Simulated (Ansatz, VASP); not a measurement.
## One cell, several codes and potentials: AlP

System: AlP (zinc blende type, first atom moved by 0.06 Å along [111]), 2 atoms in the cell.

```
Al P
1.0
     0.00000    2.75500    2.75500
     2.75500    0.00000    2.75500
     2.75500    2.75500    0.00000
Al P
1 1
Direct
  0.00629 0.00629 0.00629
  0.25000 0.25000 0.25000
```

All runs use HSE06; k-mesh 4×4×4 Γ-centred; Fermi–Dirac smearing of 0.05 eV; no spin polarisation. Exact exchange at q = 0 is regularized (HFRCUT = 0 in VASP). VASP pressures are printed at a fixed basis; Ansatz's pressures include its basis correction. The all-electron reference is a plane-wave run on PAW datasets generated for this crystal and functional, not LAPW.

```csv
run,pressure (GPa),Fx on Al1 (eV/Å)
"Ansatz PAW soft set 1, 420 eV",-1.19,-0.385
"Ansatz with JTH PAW, 840 eV",-1.08,-0.388
"Ansatz hand-made PAW, 900 eV",-1.15,-0.385
"VASP, Al/P, 332 eV",-1.42,-0.383
"Ansatz PAW hard set, 700 eV",-1.14,-0.385
```

Task: What does the all-electron calculation give for these quantities?

Result: Ansatz all-electron PAW datasets made for this crystal, 250 eV: pressure -1.19 GPa, Fx on Al1 -0.385 eV/Å. All forces:

| atom | Fx (eV/Å) | Fy (eV/Å) | Fz (eV/Å) |
| --- | --- | --- | --- |
| Al1 | -0.385 | -0.385 | -0.385 |
| P2 | 0.385 | 0.385 | 0.385 |

The k-mesh is modest, so these values aren't fully converged in k. Potentials made with PBE were used with another functional (at least in: Ansatz with JTH PAW, 840 eV; VASP, Al/P, 332 eV; Ansatz PAW hard set, 700 eV).
